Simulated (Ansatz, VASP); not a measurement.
## Two plane-wave programs on CdSe

```
Cd Se
1.0
     0.00000    3.12914    2.97322
     3.12914    0.00000    2.97322
     3.12914    3.12914    0.00000
Cd Se
1 1
Direct
  0.00000 0.00000 0.00000
  0.25000 0.25000 0.25000
```

Change from the starting cell: epitaxial_xy strain +2.0%.

Alike in both runs: task single point; functional r2SCAN; k mesh 8 × 8 × 8; no spin polarisation.

|  | VASP | Ansatz |
| --- | --- | --- |
| version | VASP 6.6.1 | Ansatz 0.2.0 |
| potentials or method | VASP PAW PBE potentials, release 64 (Cd, Se) | plane waves, PAW |
| plane-wave cutoff (eV) | 520 | 500 |
| occupations | gaussian, width 0.01 eV | fixed |
| valence electrons in the cell | 18 | 36 |

|  | VASP | Ansatz | Ansatz less VASP |
| --- | --- | --- | --- |
| gap on the k mesh at the Fermi level (eV) | 0.91 | 0.92 | +0.010 |
| pressure (GPa) | -0.3 | -0.5 | -0.23 |
| largest component of the traceless stress (GPa) | 0.53 | 0.53 | +0.007 |

The two sets of potentials don't hold the same shells in valence.

Caveats: the PAW data sets were made with another functional, which shifts forces and pressure a little (VASP).
